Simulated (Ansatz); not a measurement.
## Relaxing GaS3

Method: DFT PBE, scalar-relativistic, plane waves, PAW in Ansatz. Cutoff 420 eV, Γ-centred k mesh, Gaussian smearing, no spin polarisation in the final step.

The start puts GaS3 on the sites of a reported Cu3Pd cell (P4/mmm, No. 123), with Ga in place of Pd, S in place of Cu, at a guessed volume.

```
Ga S
1.0
     4.27189    0.00000    0.00000
     0.00000    4.27189    0.00000
     0.00000    0.00000    4.22798
Ga S
1 3
Cartesian
  0.0000 0.0000 0.0000
  0.0000 2.1359 2.1140
  2.1359 0.0000 2.1140
  2.1359 2.1359 0.0000
```

Cell and atoms relax at zero pressure; the relaxation can't lower the symmetry of the start. After a coarse first stage the cell is made exact in the group found at 0.06 Å.

Formation energies are uncorrected and refer to the elements' standard structures at the same level.

Problem. What does it relax into?

Solution. It keeps P4/mmm (No. 123), but not the shape of the type it started on. Conventional cell: a = 4.543 Å, c = 3.227 Å. Ga is coordinated by 8 S at 2.79 Å, 4 S at 3.21 Å and 2 Ga at 3.23 Å; S on Wyckoff site e (2 atoms of the primitive cell) has 4 Ga at 2.79 Å, 4 S at 2.79 Å and 6 S at 3.21–3.23 Å; S on Wyckoff site c (1 atom of the primitive cell) has 8 S at 2.79 Å, 4 Ga at 3.21 Å and 2 S at 3.23 Å.

```
Ga S
1.0
     4.54329    0.00000    0.00000
     0.00000    4.54329    0.00000
     0.00000    0.00000    3.22713
Ga S
1 3
Direct
  0.00000 0.00000 0.00000
  0.00000 0.50000 0.50000
  0.50000 0.00000 0.50000
  0.50000 0.50000 0.00000
```

Problem. What are its volume, energy, density and gap?

Solution. The volume per atom is 16.65 Å³, the density is 4.14 g/cm³ and the energy over the elements is 0.55 eV/atom. The gap on the 10×10×14 mesh is 0 eV (a metal).

The final run used a 10×10×14 mesh on its 4-atom cell and 0.10 eV smearing. For metals, differences of a few meV/atom aren't resolved. A structure relaxed within its symmetry needn't be a true minimum. The steps took of the order of 70 core-seconds in all.

Cost: 4 runs of about 1.1 core-minutes in all, on Arm Neoverse V2 (shared hosts).